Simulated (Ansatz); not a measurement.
input.yaml

```yaml
crystal:
  lattice:
    - [0.0, 8.9042400196, 9.2339233377]
    - [2.3622822202, 0.0, 9.2339233377]
    - [2.3622822202, 8.9042400196, 0.0]
  atoms:
    - { symbol: Rb, position: [0.1408037249, 0.8591962751, 0.1408037249] }
    - { symbol: Rb, position: [0.1251532261, 0.3748467739, 0.1251532261] }
    - { symbol: Rb, position: [0.8591962751, 0.1408037249, 0.8591962751] }
    - { symbol: Rb, position: [0.3748467739, 0.1251532261, 0.3748467739] }
basis:
  ecutwfc: 420
kpoints:
  mp_grid: { grid: [10, 10, 10] }
hamiltonian:
  xc: pbe
scf:
  occupations: { method: gaussian, width: 0.1 }
output:
  forces: true
  stress: true
  eigenvalues: true
```

It can be run as
```bash
ansatz run input.yaml --threads 1 --pin off --backend cpu --events-out ev --progress --plain --runs-dir out  # memory cap (--max-ram) not shown
```

Level of theory: DFT PBE, scalar-relativistic, plane waves, PAW in Ansatz.

From the run's log, abridged:

```
Pseudopotentials: kind: paw
Pseudopotential: Rb, paw, valence charge 9, recommended cutoff 420 eV (normal)
Functional definition: PBE
Crystal: 4 atoms, lattice volume = 388.459 Å³
Basis set: ecut = 420 eV, 7573 PW (Γ), FFT grids on a1−a2−a3, a2, a3, exchange–correlation on 64×128×128 points (8 copies of the dense FFT grid, shifted against one another)
Bands: 22, of which v1, the nominal top of the filled ones, is band 18 counted from 1 (17 counted from 0)
Symmetry: 4 space group operations
Space group: F222 (ITA 22), of the structure as read, at distance tolerance 7.3e-5 Å
k-points: 171 of 1000 (time reversal used)
Initial density: superposition of atomic densities (neutral atoms: chi_scale 0, normalization atom), corrected by the library's trained network
Initial wavefunctions: pseudopotential atomic-orbital guess
Functional: x = pbe(κ = 0.804, μ = 0.21951497), c = pbe(β = 0.06672455)
SCF iter   1: F=—  HF=-13069.135128 eV  |F-HF|=—  |Δ(HF+E_count)|=         —  Δρ=6.12e-4  dr2=8.82e-3  ethr=1.77e-3  ⟨swp⟩=7.9  Hψ=18011  notcnv=0
SCF iter   2: F=—  HF=-13069.135052 eV  |F-HF|=—  |Δ(HF+E_count)|=   7.65e-5  Δρ=4.65e-4  dr2=5.74e-3  ethr=2.45e-5  ⟨swp⟩=1.8  Hψ=6751  notcnv=0  defer=1
SCF iter   3: F=—  HF=-13069.134610 eV  |F-HF|=—  |Δ(HF+E_count)|=   4.41e-4  Δρ=2.34e-4  dr2=1.36e-3  ethr=1.60e-5  ⟨swp⟩=1.8  Hψ=3986  notcnv=0  defer=1
SCF iter   4: F=—  HF=-13069.134468 eV  |F-HF|=—  |Δ(HF+E_count)|=   1.42e-4  Δρ=1.04e-4  dr2=5.86e-5  ethr=3.77e-6  ⟨swp⟩=2.2  Hψ=4624  notcnv=0  defer=1
SCF iter   5: F=—  HF=-13069.134697 eV  |F-HF|=—  |Δ(HF+E_count)|=   2.29e-4  Δρ=2.40e-5  dr2=7.79e-6  ethr=1.63e-7  ⟨swp⟩=3.0  Hψ=6465  notcnv=0  defer=1
SCF iter   6: F=—  HF=-13069.134699 eV  |F-HF|=—  |Δ(HF+E_count)|=   2.13e-6  Δρ=1.21e-5  dr2=3.28e-6  ethr=2.16e-8  ⟨swp⟩=1.9  Hψ=4130  notcnv=0  defer=1
SCF iter   7: F=—  HF=-13069.134699 eV  |F-HF|=—  |Δ(HF+E_count)|=   1.29e-7  Δρ=7.47e-6  dr2=5.02e-7  ethr=9.11e-9  ⟨swp⟩=2.0  Hψ=4133  notcnv=0  defer=1
SCF iter   8: F=-13069.134699 eV  HF=-13069.134699 eV  |F-HF|=1.01e-8  |Δ(HF+E_count)|=   5.75e-8  Δρ=1.88e-6  dr2=2.46e-8  ethr=2.78e-10  ⟨swp⟩=8.2  Hψ=18334  notcnv=0
SCF 1 converged in 8 iterations: F = -13069.134699 eV  dr2 = 2.46e-8
SCF converged after 8 iterations
Free energy (F): -13069.134699 eV
Harris-Foulkes:  -13069.134699 eV  (|F-HF|=1.01e-8)
Internal energy: -13069.115078 eV  (E = F + TS)
E sigma→0 (E₀):  -13069.124888 eV
Entropy (-TS):   -0.019621 eV (-4.905 meV/atom)
Fermi energy:    1.703656 eV
--- Per-component energies (eV) ---
  E_band       = -488.321001
  E_kinetic    = 762.556433
  E_local      = -2934.309199  (includes V_loc(G=0)·N_el)
  E_nonlocal   = 694.459859
  E_hartree    = 838.550608
  E_xc         = -516.713970
  E_vxc        = -540.231140  (∫ρ·V_xc dr)
  E_paw        = -10472.095376  (= ΣΔE_a)
  E_vpaw       = -147.901052  (= ΣTr[D̂ρ^β])
  E_aug_tail   = -0.000004  (compensation charges beyond the density's cutoff)
  E_ewald      = -1441.563430
  E_smearing   = -0.019621  (= −TS)
--- Forces (eV/Å), atoms counted from 1 ---
  atom   1  Rb     0.00000000    -0.14788330     0.00000000
  atom   2  Rb     0.00000000    -0.05964002     0.00000000
  atom   3  Rb     0.00000000     0.14788330     0.00000000
  atom   4  Rb     0.00000000     0.05964002     0.00000000
--- Stress (GPa, compression-positive) ---
        0.134121       0.000000       0.000000
        0.000000       0.079308       0.000000
        0.000000       0.000000      -0.171336
  P = ⅓ Tr σ = 0.0140 GPa (0.140 kbar)
--- Band table (eV; the first three rows and the last of 171) ---
  k-point 0: bands = ["-27.3247", "-27.3217", "-27.3195", "-27.3160", "-11.4793", "-11.4673", "-11.4580", "-11.4395", "-11.3739", "-11.3684", "-11.3596", "-11.3577", "-11.3567", "-11.3553", "-11.3501", "-11.3495", "-0.1965", "1.4816", "1.6501", "1.9933", "2.1288", "2.6313"]
  k-point 1: bands = ["-27.3243", "-27.3213", "-27.3193", "-27.3159", "-11.4765", "-11.4649", "-11.4557", "-11.4379", "-11.3851", "-11.3698", "-11.3684", "-11.3659", "-11.3587", "-11.3560", "-11.3557", "-11.3495", "-0.1004", "1.5292", "1.6935", "2.0838", "2.2303", "2.6752"]
  k-point 2: bands = ["-27.3232", "-27.3203", "-27.3186", "-27.3155", "-11.4695", "-11.4592", "-11.4508", "-11.4334", "-11.4100", "-11.3931", "-11.3874", "-11.3790", "-11.3702", "-11.3579", "-11.3572", "-11.3515", "0.1808", "1.6665", "1.8161", "2.3579", "2.5197", "2.7776"]
  k-point 170: bands = ["-27.3237", "-27.3228", "-27.3188", "-27.3167", "-11.4736", "-11.4732", "-11.4138", "-11.4129", "-11.4002", "-11.3958", "-11.3735", "-11.3588", "-11.3583", "-11.3534", "-11.3530", "-11.3502", "0.3231", "0.3335", "2.2037", "2.2260", "2.3067", "2.3139"]
```

Self-consistency was reached.